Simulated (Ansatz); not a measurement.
Input, command and steps of an Ansatz relaxation.

```yaml
crystal:
  lattice:
    - [-4.271886277, 4.271886277, 2.5805464563]
    - [4.271886277, -4.271886277, 2.5805464563]
    - [4.271886277, 4.271886277, -2.5805464563]
  atoms:
    - { symbol: Si, position: [0.178627429, 0.178627429, 0.357254858] }
    - { symbol: Si, position: [0.821372571, 0.178627429, 0.0] }
    - { symbol: Si, position: [0.178627429, 0.821372571, 0.0] }
    - { symbol: Si, position: [0.821372571, 0.821372571, 0.642745142] }
    - { symbol: O, position: [0.5, 0.5, 0.5] }
    - { symbol: O, position: [0.0, 0.5, 0.0] }
    - { symbol: O, position: [0.5, 0.0, 0.0] }
    - { symbol: O, position: [0.0, 0.0, 0.5] }
    - { symbol: O, position: [0.0, 0.2187615377, 0.2187615377] }
    - { symbol: O, position: [0.7812384623, 0.0, 0.7812384623] }
    - { symbol: O, position: [0.2187615377, 0.0, 0.2187615377] }
    - { symbol: O, position: [0.0, 0.7812384623, 0.7812384623] }
basis:
  ecutwfc: 420
kpoints:
  mp_grid: { grid: [6, 6, 6] }
hamiltonian:
  xc: pbe
scf:
  occupations: { method: gaussian, width: 0.02 }
output:
  forces: true
  stress: true
  eigenvalues: true
  write_density: true
  write_potential: true
  elf: true
  volumetric_format: npy
relax:
  adjacent_minimum: "off"
  f_tol: 0.01
  max_steps: 30
  cell: { stress_tol: 0.1, fix: [volume] }
```

```bash
ansatz run input.yaml --threads 2 --pin off --max-ram 5120MiB --backend cpu --events-out ev --progress --plain --runs-dir out
```

Level of theory: Ansatz 0.2.0, DFT PBE, scalar-relativistic, plane waves, PAW.

The volume is held at 0.88 times that of the relaxed cell.

Of 6 frames 5 are shown, positions in Å and forces in eV/Å; the SCF threshold varies from step to step. Steps run on the plane waves of an earlier cell, with a Pulay correction in the pressure. The basis is chosen afresh for the last frame, the zero of the energies, and at times for earlier ones too; energy and pressure can step there, also at an unchanged geometry. Where two frames share a geometry here, they differ by under 2 meV/atom and 0.3 GPa. The mark taken_back stands on steps that the optimiser undid.

```xyz
12
Lattice="-4.2719 4.2719 2.5805 4.2719 -4.2719 2.5805 4.2719 4.2719 -2.5805" Properties=species:S:1:pos:R:3:forces:R:3 pbc="T T T" step=1 free_energy_over_end_meV_per_atom=2.38 pressure_GPa=20.38
Si    1.5262    1.5262    0.0000   -0.0090   -0.0090    0.0000
Si   -2.7457    2.7457    2.5805   -0.0090    0.0090    0.0000
Si    2.7457   -2.7457    2.5805    0.0090   -0.0090    0.0000
Si    2.7457    2.7457    2.5805    0.0090    0.0090    0.0000
O     2.1359    2.1359    1.2903    0.0000    0.0000    0.0000
O     2.1359   -2.1359    1.2903    0.0000    0.0000    0.0000
O    -2.1359    2.1359    1.2903    0.0000    0.0000    0.0000
O     2.1359    2.1359   -1.2903    0.0000    0.0000    0.0000
O     1.8690    0.0000    0.0000    0.2763    0.0000    0.0000
O     0.0000    6.6747    0.0000    0.0000   -0.2763    0.0000
O     0.0000    1.8690    0.0000    0.0000    0.2763    0.0000
O     6.6747    0.0000    0.0000   -0.2763    0.0000    0.0000
12
Lattice="-4.2680 4.2680 2.5853 4.2680 -4.2680 2.5853 4.2680 4.2680 -2.5853" Properties=species:S:1:pos:R:3:forces:R:3 pbc="T T T" step=2 free_energy_over_end_meV_per_atom=1.86 pressure_GPa=20.21
Si    1.5262    1.5262    0.0000   -0.0214   -0.0214    0.0000
Si   -2.7417    2.7417    2.5853   -0.0214    0.0214    0.0000
Si    2.7417   -2.7417    2.5853    0.0214   -0.0214    0.0000
Si    2.7417    2.7417    2.5853    0.0214    0.0214    0.0000
O     2.1340    2.1340    1.2926    0.0000    0.0000    0.0000
O     2.1340   -2.1340    1.2926    0.0000    0.0000    0.0000
O    -2.1340    2.1340    1.2926    0.0000    0.0000    0.0000
O     2.1340    2.1340   -1.2926    0.0000    0.0000    0.0000
O     1.8722    0.0000    0.0000    0.2462    0.0000    0.0000
O     0.0000    6.6638    0.0000    0.0000   -0.2462    0.0000
O     0.0000    1.8722    0.0000    0.0000    0.2462    0.0000
O     6.6638    0.0000    0.0000   -0.2462    0.0000    0.0000
12
Lattice="-4.2383 4.2383 2.6216 4.2383 -4.2383 2.6216 4.2383 4.2383 -2.6216" Properties=species:S:1:pos:R:3:forces:R:3 pbc="T T T" step=3 free_energy_over_end_meV_per_atom=0.50 pressure_GPa=18.89
Si    1.5214    1.5214    0.0000    0.2584    0.2584    0.0000
Si   -2.7169    2.7169    2.6216    0.2584   -0.2584    0.0000
Si    2.7169   -2.7169    2.6216   -0.2584    0.2584    0.0000
Si    2.7169    2.7169    2.6216   -0.2584   -0.2584    0.0000
O     2.1192    2.1192    1.3108    0.0000    0.0000    0.0000
O     2.1192   -2.1192    1.3108    0.0000    0.0000    0.0000
O    -2.1192    2.1192    1.3108    0.0000    0.0000    0.0000
O     2.1192    2.1192   -1.3108    0.0000    0.0000    0.0000
O     1.8946    0.0000    0.0000    0.0574    0.0000    0.0000
O     0.0000    6.5820    0.0000    0.0000   -0.0574    0.0000
O     0.0000    1.8946    0.0000    0.0000    0.0574    0.0000
O     6.5820    0.0000    0.0000   -0.0574    0.0000    0.0000
12
Lattice="-4.2425 4.2425 2.6165 4.2425 -4.2425 2.6165 4.2425 4.2425 -2.6165" Properties=species:S:1:pos:R:3:forces:R:3 pbc="T T T" step=4 free_energy_over_end_meV_per_atom=5.91 pressure_GPa=17.99 taken_back
Si    1.5373    1.5373    0.0000   -0.8433   -0.8433    0.0000
Si   -2.7051    2.7051    2.6165   -0.8433    0.8433    0.0000
Si    2.7051   -2.7051    2.6165    0.8433   -0.8433    0.0000
Si    2.7051    2.7051    2.6165    0.8433    0.8433    0.0000
O     2.1212    2.1212    1.3082    0.0000    0.0000    0.0000
O     2.1212   -2.1212    1.3082    0.0000    0.0000    0.0000
O    -2.1212    2.1212    1.3082    0.0000    0.0000    0.0000
O     2.1212    2.1212   -1.3082    0.0000    0.0000    0.0000
O     1.9323    0.0000    0.0000   -0.4077    0.0000    0.0000
O     0.0000    6.5526    0.0000    0.0000    0.4077    0.0000
O     0.0000    1.9323    0.0000    0.0000   -0.4077    0.0000
O     6.5526    0.0000    0.0000    0.4077    0.0000    0.0000
12
Lattice="-4.2435 4.2435 2.6152 4.2435 -4.2435 2.6152 4.2435 4.2435 -2.6152" Properties=species:S:1:pos:R:3:forces:R:3 pbc="T T T" step=6 free_energy_over_end_meV_per_atom=0.00 pressure_GPa=18.92
Si    1.5252    1.5252    0.0000    0.0008    0.0008    0.0000
Si   -2.7183    2.7183    2.6152    0.0008   -0.0008    0.0000
Si    2.7183   -2.7183    2.6152   -0.0008    0.0008    0.0000
Si    2.7183    2.7183    2.6152   -0.0008   -0.0008    0.0000
O     2.1217    2.1217    1.3076    0.0000    0.0000    0.0000
O     2.1217   -2.1217    1.3076    0.0000    0.0000    0.0000
O    -2.1217    2.1217    1.3076    0.0000    0.0000    0.0000
O     2.1217    2.1217   -1.3076    0.0000    0.0000    0.0000
O     1.8978    0.0000    0.0000    0.0007    0.0000    0.0000
O     0.0000    6.5891    0.0000    0.0000   -0.0007    0.0000
O     0.0000    1.8978    0.0000    0.0000    0.0007    0.0000
O     6.5891    0.0000    0.0000   -0.0007    0.0000    0.0000
```

Time: 44 s on 2 threads of Intel(R) Xeon(R) CPU @ 2.60GHz (Ice Lake), with other jobs on the host, peak memory 0.64 GiB.